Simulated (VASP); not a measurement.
Runs of VASP 6.6.1 on SnO2 (Cassiterite). It takes space group P4_2/mnm (No. 136, tetragonal). Conventional cell: a = 4.738 Å, b = 4.738 Å, c = 3.187 Å, α = 90.00°, β = 90.00°, γ = 90.00°. Sn (site symmetry mmm) has 6 O at 2.05 to 2.06 Å as nearest neighbours. Around O (site symmetry m2m) lie 3 Sn at 2.05 to 2.06 Å. 

```csv
task,level,potentials or basis,cell,k mesh,cutoff (eV),smearing,gap on the mesh (eV),pressure (GPa),relaxed volume (Å³/atom),largest force (eV/Å)
relaxation of cell and atoms,PBE,"VASP PAW PBE potentials, release 64 (Sn_d_GW, O_GW)",relaxed,6 × 6 × 8,680,fermi-dirac 0.05 eV,0.68,0.0,12.55,-
relaxation of cell and atoms,optB88-vdW,"VASP PAW PBE potentials, release 64 (Sn_d, O)",relaxed,6 × 6 × 8,600,fermi-dirac 0.05 eV,0.72,0.0,12.48,-
single point,PBE,"VASP PAW PBE potentials, release 64 (Sn_d_GW, O_GW)",as given,6 × 6 × 8,550,gaussian 0.05 eV,1.27,10.7,-,0.28
relaxation of cell and atoms,revPBE+D3,"VASP PAW PBE potentials, release 64 (Sn_d, O)",relaxed,6 × 6 × 8,600,fermi-dirac 0.05 eV,0.79,-0.1,(a),-
relaxation of cell and atoms,RPBE+D3,"VASP PAW PBE potentials, release 64 (Sn_d, O)",relaxed,6 × 6 × 8,600,fermi-dirac 0.05 eV,(c),-0.1,12.62,-
band structure,PBE,"VASP PAW PBE potentials, release 64 (Sn_d, O_s)",as given,6 × 6 × 8,400,fermi-dirac 0.05 eV,1.26,-,-,-
relaxation of cell and atoms,BLYP+D3,"VASP PAW PBE potentials, release 64 (Sn_d, O)",relaxed,6 × 6 × 8,600,fermi-dirac 0.05 eV,(b),0.0,12.68,-
relaxation of cell and atoms,r2SCAN,"VASP PAW PBE potentials, release 64 (Sn_d, O)",relaxed,5 × 5 × 6,600,gaussian 0.05 eV,1.74,0.0,12.13,0.01
```

Alike in all rows: no spin polarisation.

Problem. Fill in the values left out.

Solution. (a) 12.49; (b) 0.63; (c) 0.71.

Caveats: spin-orbit coupling is left out, which moves the levels of the heavy elements; the PAW data sets were made with another functional, which shifts forces and pressure a little (some runs); an odd mesh through Γ misses points on the zone boundary, where band edges often lie (some runs).

A k mesh can miss the band edges, and the runs leave out spin-orbit coupling on Sn.

Not every run made on this cell is shown here.
